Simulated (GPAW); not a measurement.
# Au (Fm-3m) in GPAW: notebook

The runs below take Au through relaxation of cell and atoms, single point, with PBEsol+D3(BJ), PBEsol+D3(BJ)+ATM, PBEsol+D4, PBE0.

All numbers are computed with GPAW 26.7.0; they aren't measurements. Logs are shortened: lines on timing, memory, paths and dates and some standing lists are left out, and cuts for length are marked. The log counts tension as positive stress, the text compression.

## 1. The crystal as given

The structure is cubic, space group Fm-3m (No. 225). The conventional cell has a = 4.070 Å, b = 4.070 Å, c = 4.070 Å, α = 90.00°, β = 90.00°, γ = 90.00°. Au (site symmetry m-3m) is surrounded by 12 Au at 2.88 Å.

## 2. Relaxation of cell and atoms, PBEsol+D3(BJ)

run.py reads:

```python
from ase import Atoms
from ase.calculators.mixing import SumCalculator
from ase.filters import FrechetCellFilter
from ase.io import write
from ase.optimize import BFGS
from dftd3.ase import DFTD3
from gpaw import GPAW, PW, setup_paths

setup_paths.insert(0, '.')

atoms = Atoms(['Au'],
              cell=[[0.0, 2.035, 2.035],
                    [2.035, 0.0, 2.035],
                    [2.035, 2.035, 0.0]],
              scaled_positions=[[0.0, 0.0, 0.0]],
              pbc=True)

calc = GPAW(mode=PW(600),
            xc='PBEsol',
            kpts={'size': (11, 11, 11), 'gamma': True},
            occupations={'name': 'fermi-dirac', 'width': 0.05},
            nbands=14,
            convergence={'density': 1e-05, 'forces': 0.0001},
            maxiter=150,
            txt='gpaw.txt')
atoms.calc = SumCalculator([calc, DFTD3(method='pbesol', damping='d3bj')])
opt = BFGS(FrechetCellFilter(atoms), trajectory='relax.traj', logfile='-')
done = opt.run(fmax=0.02, steps=60)
calc.write('gs.gpw')
write('result.traj', atoms)
print('Converged:', done)
print('Cell:', atoms.cell.cellpar().round(4))
print('Volume:', round(atoms.get_volume(), 4))
print(atoms.get_scaled_positions().round(5))
```

Potentials or basis: PAW data sets generated in the run's folder for this functional, pw.

On the command line:

```sh
> gpaw-setup -f PBEsol Au
> OMP_NUM_THREADS=1 python run.py
```

gpaw.txt:

```text
__  _  _
 | _ |_)|_||  |
 |__||  | ||/\| - 26.7.0

Input parameters:
  mode=PW(ecut=600.0),
  convergence={'density': 1e-05, 'forces': 0.0001},
  kpts=MonkhorstPack(size=(11, 11, 11), gamma=True),
  maxiter=150,
  nbands=14,
  occupations=Occupations(name='fermi-dirac', width=0.05),
  xc=XC(name='PBEsol')

Diagonalizing LCAO Hamiltonian
Converting LCAO to pw mode

       Au

Atoms  # Å, Bohr magnetons
|   | symbol |        x |        y |        z |    initial magnetic moments |
|---|--------|----------|----------|----------|-----------------------------|
| 0 |     Au | 0.000000 | 0.000000 | 0.000000 | ( 0.0000,  0.0000,  0.0000) |

Unit cell  # Å
| periodic |        x |        y |        z |  lengths |    angles |
|----------|----------|----------|----------|----------|-----------|
|      yes | 0.000000 | 2.035000 | 2.035000 | 2.877925 | 60.000000 |
|      yes | 2.035000 | 0.000000 | 2.035000 | 2.877925 | 60.000000 |
|      yes | 2.035000 | 2.035000 | 0.000000 | 2.877925 | 60.000000 |

Number of symmetries: 48
Symmetry operations  # r_c * U_cc + t_c -> r_c
|    | kind |            matrix            |
|----|------|------------------------------|
|  0 |  σ   |  1, 0, 0,  1, 0,-1,  1,-1, 0 |
|  1 |  C2  |  1, 0, 0,  1,-1, 0,  1, 0,-1 |
|  2 |  E   |  1, 0, 0,  0, 1, 0,  0, 0, 1 |
|  3 |  σ   |  1, 0, 0,  0, 0, 1,  0, 1, 0 |
|  4 |  C4  |  1, 0,-1,  1, 0, 0,  1,-1, 0 |
|  5 |  S6  |  1, 0,-1,  1,-1, 0,  1, 0, 0 |
|  6 |  σ   |  1, 0,-1,  0, 1,-1,  0, 0,-1 |
|  7 |  C3  |  1, 0,-1,  0, 0,-1,  0, 1,-1 |
|  8 |  S6  |  1,-1, 0,  1, 0, 0,  1, 0,-1 |
|  9 |  C4  |  1,-1, 0,  1, 0,-1,  1, 0, 0 |
| 10 |  C3  |  1,-1, 0,  0,-1, 1,  0,-1, 0 |
| 11 |  σ   |  1,-1, 0,  0,-1, 0,  0,-1, 1 |
| 12 |  σ   |  0, 1, 0,  1, 0, 0,  0, 0, 1 |
| 13 |  C4  |  0, 1, 0,  0, 1,-1, -1, 1, 0 |
| 14 |  C3  |  0, 1, 0,  0, 0, 1,  1, 0, 0 |
| 15 |  S6  |  0, 1, 0, -1, 1, 0,  0, 1,-1 |
| 16 |  C2  |  0, 1,-1,  1, 0,-1,  0, 0,-1 |
| 17 |  σ   |  0, 1,-1,  0, 1, 0, -1, 1, 0 |
| 18 |  S4  |  0, 1,-1,  0, 0,-1,  1, 0,-1 |
| 19 |  C4  |  0, 1,-1, -1, 1, 0,  0, 1, 0 |
| 20 |  C3  |  0, 0, 1,  1, 0, 0,  0, 1, 0 |
| 21 |  σ   |  0, 0, 1,  0, 1, 0,  1, 0, 0 |
| 22 |  S6  |  0, 0, 1,  0,-1, 1, -1, 0, 1 |
| 23 |  C4  |  0, 0, 1, -1, 0, 1,  0,-1, 1 |
| 24 |  S4  |  0, 0,-1,  1, 0,-1,  0, 1,-1 |
| 25 |  C3  |  0, 0,-1,  0, 1,-1,  1, 0,-1 |
| 26 |  C2  |  0, 0,-1,  0,-1, 0, -1, 0, 0 |
| 27 |  S6  |  0, 0,-1, -1, 0, 0,  0,-1, 0 |
| 28 |  S4  |  0,-1, 1,  1,-1, 0,  0,-1, 0 |
| 29 |  C4  |  0,-1, 1,  0, 0, 1, -1, 0, 1 |
| 30 |  C2  |  0,-1, 1,  0,-1, 0,  1,-1, 0 |
| 31 |  σ   |  0,-1, 1, -1, 0, 1,  0, 0, 1 |
| 32 |  C3  |  0,-1, 0,  1,-1, 0,  0,-1, 1 |
| 33 |  S6  |  0,-1, 0,  0, 0,-1, -1, 0, 0 |
[... 154 lines left out ...]
Fermi level: 9.964
Eigenvalues  # (at kpt = [0.000, 0.000, 0.000])
| band index |      eig [eV] | occ [0-2] |
|------------|---------------|-----------|
|          0 |        -0.057 |     2.000 |
|          1 |         5.220 |     2.000 |
|          2 |         5.220 |     2.000 |
|          3 |         5.220 |     2.000 |
|          4 |         6.774 |     2.000 |
|          5 |         6.774 |     2.000 |
|          6 |        25.779 |     0.000 |
|          7 |        29.603 |     0.000 |
|          8 |        29.603 |     0.000 |
|          9 |        29.603 |     0.000 |
|         10 |        33.575 |     0.000 |
|         11 |        38.016 |     0.000 |
|         12 |        38.016 |     0.000 |
|         13 |        38.016 |     0.000 |

No gap
No difference between direct/indirect transitions

Stress tensor  # eV/Ang^3
|         x |         y |         z |
|-----------|-----------|-----------|
| -0.029125 | -0.000000 | -0.000000 |
| -0.000000 | -0.029125 |  0.000000 |
| -0.000000 |  0.000000 | -0.029125 |

Forces  # eV/Ang
|       x |        y |       z |
|---------|----------|---------|
| 0.00000 | -0.00000 | 0.00000 |  # Au   0

Interpolating wave functions to new cell

       Au

Atoms  # Å, Bohr magnetons
|   | symbol |        x |         y |        z |    initial magnetic moments |
|---|--------|----------|-----------|----------|-----------------------------|
| 0 |     Au | 0.000000 | -0.000000 | 0.000000 | ( 0.0000,  0.0000,  0.0000) |

Unit cell  # Å
| periodic |        x |         y |         z |  lengths |    angles |
|----------|----------|-----------|-----------|----------|-----------|
|      yes | 0.000000 |  2.030366 |  2.030366 | 2.871371 | 60.000000 |
|      yes | 2.030366 | -0.000000 |  2.030366 | 2.871371 | 60.000000 |
|      yes | 2.030366 |  2.030366 | -0.000000 | 2.871371 | 60.000000 |

Number of symmetries: 48
Symmetry operations  # r_c * U_cc + t_c -> r_c
|    | kind |            matrix            |
|----|------|------------------------------|
|  0 |  σ   |  1, 0, 0,  1, 0,-1,  1,-1, 0 |
|  1 |  C2  |  1, 0, 0,  1,-1, 0,  1, 0,-1 |
|  2 |  E   |  1, 0, 0,  0, 1, 0,  0, 0, 1 |
|  3 |  σ   |  1, 0, 0,  0, 0, 1,  0, 1, 0 |
|  4 |  C4  |  1, 0,-1,  1, 0, 0,  1,-1, 0 |
|  5 |  S6  |  1, 0,-1,  1,-1, 0,  1, 0, 0 |
|  6 |  σ   |  1, 0,-1,  0, 1,-1,  0, 0,-1 |
|  7 |  C3  |  1, 0,-1,  0, 0,-1,  0, 1,-1 |
|  8 |  S6  |  1,-1, 0,  1, 0, 0,  1, 0,-1 |
|  9 |  C4  |  1,-1, 0,  1, 0,-1,  1, 0, 0 |
| 10 |  C3  |  1,-1, 0,  0,-1, 1,  0,-1, 0 |
| 11 |  σ   |  1,-1, 0,  0,-1, 0,  0,-1, 1 |
| 12 |  σ   |  0, 1, 0,  1, 0, 0,  0, 0, 1 |
| 13 |  C4  |  0, 1, 0,  0, 1,-1, -1, 1, 0 |
| 14 |  C3  |  0, 1, 0,  0, 0, 1,  1, 0, 0 |
| 15 |  S6  |  0, 1, 0, -1, 1, 0,  0, 1,-1 |
| 16 |  C2  |  0, 1,-1,  1, 0,-1,  0, 0,-1 |
| 17 |  σ   |  0, 1,-1,  0, 1, 0, -1, 1, 0 |
| 18 |  S4  |  0, 1,-1,  0, 0,-1,  1, 0,-1 |
| 19 |  C4  |  0, 1,-1, -1, 1, 0,  0, 1, 0 |
| 20 |  C3  |  0, 0, 1,  1, 0, 0,  0, 1, 0 |
| 21 |  σ   |  0, 0, 1,  0, 1, 0,  1, 0, 0 |
| 22 |  S6  |  0, 0, 1,  0,-1, 1, -1, 0, 1 |
| 23 |  C4  |  0, 0, 1, -1, 0, 1,  0,-1, 1 |
| 24 |  S4  |  0, 0,-1,  1, 0,-1,  0, 1,-1 |
| 25 |  C3  |  0, 0,-1,  0, 1,-1,  1, 0,-1 |
| 26 |  C2  |  0, 0,-1,  0,-1, 0, -1, 0, 0 |
| 27 |  S6  |  0, 0,-1, -1, 0, 0,  0,-1, 0 |
| 28 |  S4  |  0,-1, 1,  1,-1, 0,  0,-1, 0 |
| 29 |  C4  |  0,-1, 1,  0, 0, 1, -1, 0, 1 |
| 30 |  C2  |  0,-1, 1,  0,-1, 0,  1,-1, 0 |
| 31 |  σ   |  0,-1, 1, -1, 0, 1,  0, 0, 1 |
| 32 |  C3  |  0,-1, 0,  1,-1, 0,  0,-1, 1 |
| 33 |  S6  |  0,-1, 0,  0, 0,-1, -1, 0, 0 |
[... 153 lines left out ...]
Fermi level: 10.078
Eigenvalues  # (at kpt = [0.000, 0.000, 0.000])
| band index |      eig [eV] | occ [0-2] |
|------------|---------------|-----------|
|          0 |        -0.011 |     2.000 |
|          1 |         5.302 |     2.000 |
|          2 |         5.302 |     2.000 |
|          3 |         5.302 |     2.000 |
|          4 |         6.875 |     2.000 |
|          5 |         6.875 |     2.000 |
|          6 |        25.906 |     0.000 |
|          7 |        29.772 |     0.000 |
|          8 |        29.772 |     0.000 |
|          9 |        29.772 |     0.000 |
|         10 |        33.750 |     0.000 |
|         11 |        38.263 |     0.000 |
|         12 |        38.263 |     0.000 |
|         13 |        38.263 |     0.000 |

No gap
No difference between direct/indirect transitions

Stress tensor  # eV/Ang^3
|         x |         y |         z |
|-----------|-----------|-----------|
| -0.037843 |  0.000000 |  0.000000 |
|  0.000000 | -0.037843 |  0.000000 |
|  0.000000 |  0.000000 | -0.037843 |

Forces  # eV/Ang
|       x |        y |        z |
|---------|----------|----------|
| 0.00000 | -0.00000 | -0.00000 |  # Au   0

Interpolating wave functions to new cell

       Au

Atoms  # Å, Bohr magnetons
|   | symbol |        x |         y |         z |    initial magnetic moments |
|---|--------|----------|-----------|-----------|-----------------------------|
| 0 |     Au | 0.000000 | -0.000000 | -0.000000 | ( 0.0000,  0.0000,  0.0000) |

Unit cell  # Å
| periodic |        x |         y |         z |  lengths |    angles |
|----------|----------|-----------|-----------|----------|-----------|
|      yes | 0.000000 |  2.029655 |  2.029655 | 2.870366 | 60.000000 |
|      yes | 2.029655 | -0.000000 |  2.029655 | 2.870366 | 60.000000 |
|      yes | 2.029655 |  2.029655 | -0.000000 | 2.870366 | 60.000000 |

Number of symmetries: 48
Symmetry operations  # r_c * U_cc + t_c -> r_c
|    | kind |            matrix            |
|----|------|------------------------------|
|  0 |  σ   |  1, 0, 0,  1, 0,-1,  1,-1, 0 |
|  1 |  C2  |  1, 0, 0,  1,-1, 0,  1, 0,-1 |
|  2 |  E   |  1, 0, 0,  0, 1, 0,  0, 0, 1 |
|  3 |  σ   |  1, 0, 0,  0, 0, 1,  0, 1, 0 |
|  4 |  C4  |  1, 0,-1,  1, 0, 0,  1,-1, 0 |
|  5 |  S6  |  1, 0,-1,  1,-1, 0,  1, 0, 0 |
|  6 |  σ   |  1, 0,-1,  0, 1,-1,  0, 0,-1 |
|  7 |  C3  |  1, 0,-1,  0, 0,-1,  0, 1,-1 |
|  8 |  S6  |  1,-1, 0,  1, 0, 0,  1, 0,-1 |
|  9 |  C4  |  1,-1, 0,  1, 0,-1,  1, 0, 0 |
| 10 |  C3  |  1,-1, 0,  0,-1, 1,  0,-1, 0 |
| 11 |  σ   |  1,-1, 0,  0,-1, 0,  0,-1, 1 |
| 12 |  σ   |  0, 1, 0,  1, 0, 0,  0, 0, 1 |
| 13 |  C4  |  0, 1, 0,  0, 1,-1, -1, 1, 0 |
| 14 |  C3  |  0, 1, 0,  0, 0, 1,  1, 0, 0 |
| 15 |  S6  |  0, 1, 0, -1, 1, 0,  0, 1,-1 |
| 16 |  C2  |  0, 1,-1,  1, 0,-1,  0, 0,-1 |
| 17 |  σ   |  0, 1,-1,  0, 1, 0, -1, 1, 0 |
| 18 |  S4  |  0, 1,-1,  0, 0,-1,  1, 0,-1 |
| 19 |  C4  |  0, 1,-1, -1, 1, 0,  0, 1, 0 |
| 20 |  C3  |  0, 0, 1,  1, 0, 0,  0, 1, 0 |
| 21 |  σ   |  0, 0, 1,  0, 1, 0,  1, 0, 0 |
| 22 |  S6  |  0, 0, 1,  0,-1, 1, -1, 0, 1 |
| 23 |  C4  |  0, 0, 1, -1, 0, 1,  0,-1, 1 |
| 24 |  S4  |  0, 0,-1,  1, 0,-1,  0, 1,-1 |
| 25 |  C3  |  0, 0,-1,  0, 1,-1,  1, 0,-1 |
| 26 |  C2  |  0, 0,-1,  0,-1, 0, -1, 0, 0 |
| 27 |  S6  |  0, 0,-1, -1, 0, 0,  0,-1, 0 |
| 28 |  S4  |  0,-1, 1,  1,-1, 0,  0,-1, 0 |
| 29 |  C4  |  0,-1, 1,  0, 0, 1, -1, 0, 1 |
| 30 |  C2  |  0,-1, 1,  0,-1, 0,  1,-1, 0 |
| 31 |  σ   |  0,-1, 1, -1, 0, 1,  0, 0, 1 |
| 32 |  C3  |  0,-1, 0,  1,-1, 0,  0,-1, 1 |
| 33 |  S6  |  0,-1, 0,  0, 0,-1, -1, 0, 0 |
[... 152 lines left out ...]
Fermi level: 10.096
Eigenvalues  # (at kpt = [0.000, 0.000, 0.000])
| band index |      eig [eV] | occ [0-2] |
|------------|---------------|-----------|
|          0 |        -0.004 |     2.000 |
|          1 |         5.315 |     2.000 |
|          2 |         5.315 |     2.000 |
|          3 |         5.315 |     2.000 |
|          4 |         6.890 |     2.000 |
|          5 |         6.890 |     2.000 |
|          6 |        25.926 |     0.000 |
|          7 |        29.799 |     0.000 |
|          8 |        29.799 |     0.000 |
|          9 |        29.799 |     0.000 |
|         10 |        33.777 |     0.000 |
|         11 |        38.301 |     0.000 |
|         12 |        38.301 |     0.000 |
|         13 |        38.301 |     0.000 |

No gap
No difference between direct/indirect transitions

Stress tensor  # eV/Ang^3
|         x |         y |         z |
|-----------|-----------|-----------|
| -0.039224 | -0.000000 |  0.000000 |
| -0.000000 | -0.039224 | -0.000000 |
|  0.000000 | -0.000000 | -0.039224 |

Forces  # eV/Ang
|        x |       y |       z |
|----------|---------|---------|
| -0.00000 | 0.00000 | 0.00000 |  # Au   0

# Writing to gs.gpw (mode='')
```

Run time: 25 s. Hardware: 1 thread of Intel Xeon Platinum 8488C (Sapphire Rapids), shared host; peak memory 0.17 GiB.

Results:

```
Free energy                            : -4.4757 eV
Relaxed volume                         : 16.72 Å³/atom
Relaxed cell                           : a = 2.870 Å, b = 2.870 Å, c = 2.870 Å, α = 60.00°, β = 60.00°, γ = 60.00°
Space group after relaxing (to 0.05 Å) : Fm-3m (No. 225)
Energy gained by relaxing              : 0.5 meV/atom
Ionic steps                            : 3
Pressure after relaxing                : 0.0 GPa
Band gap on the k mesh                 : none (metal or under the smearing width)
Dispersion energy per atom             : -0.643 eV
```

The path:
| step | energy change (eV) | largest force (eV/Å) | pressure (GPa) | volume (Å³) |
| --- | --- | --- | --- | --- |
| 1 | 0.0000 | 0.0000 | -1.52 | 16.85 |
| 2 | -0.0005 | 0.0000 | -0.20 | 16.74 |
| 3 | -0.0005 | 0.0000 | 0.01 | 16.72 |

Final structure:
```
Au
1.0
     0.00000    2.02966    2.02966
     2.02966    0.00000    2.02966
     2.02966    2.02966    0.00000
Au
1
Direct
  0.00000 0.00000 0.00000
```

Caveat: with this Au data set, volumes or pressures lay over 1.5 % or 2 GPa off other programs in two to four cells of ten; later steps reuse the first step's grids; pairwise dispersion overbinds metals, which lowers pressure and volume.

(Continued in part 2 of 2.)
